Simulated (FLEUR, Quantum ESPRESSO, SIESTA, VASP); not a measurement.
**PbSe: programs and potentials compared**

```
CELL_PARAMETERS angstrom
0.00000 3.06065 3.06065
3.06065 0.00000 3.06065
3.06065 3.06065 0.00000
ATOMIC_POSITIONS crystal
Pb 0.00000 0.00000 0.00000
Se 0.50000 0.50000 0.50000
```

Alike in all runs: task band structure; functional AM05; k mesh 8 × 8 × 8; occupations fermi-dirac, width 0.05 eV; no spin polarisation; no spin-orbit coupling. Pressure is positive in compression and, in plane waves, holds the error of the finite cutoff. Gaps are the smaller of the mesh's and the band path's.

```csv
program and potentials,plane-wave cutoff (eV),notes,band gap (eV),pressure (GPa)
"Quantum ESPRESSO, SG15 PBE 1.2",952,potentials made for PBE; 10 valence electrons an atom on average,0.19,0.34
"FLEUR, all-electron, FLAPW",-,-,0.26,-
"VASP, PBE PAW files Pb_d, Se, 520 eV",520,potentials made for PBE; 10 valence electrons an atom on average,0.27,0.02
"SIESTA, files PseudoDojo sr-pbesol-0.4.1-standard, DZP (energy shift 0.003 Ry; two zetas on semicore shells)",-,atomic basis; potentials made for PBEsol; 15 valence electrons an atom on average,0.34,1.38
```

The band gap spans 0.19 (Quantum ESPRESSO, SG15 PBE 1.2) to 0.34 eV (SIESTA, files PseudoDojo sr-pbesol-0.4.1-standard, DZP (energy shift 0.003 Ry; two zetas on semicore shells)), with all-electron results at 0.26. The pressure spans 0.02 (VASP, PBE PAW files Pb_d, Se, 520 eV) to 1.38 GPa (SIESTA, files PseudoDojo sr-pbesol-0.4.1-standard, DZP (energy shift 0.003 Ry; two zetas on semicore shells)). Spin-orbit coupling, left out here, moves the band edges of heavy atoms. Rows in atomic bases carry the error of their basis and grid, which can be large.

The functional is the same throughout but for its coding, so the spread measures potentials, basis and numerics; runs on potential files found faulty are left out.
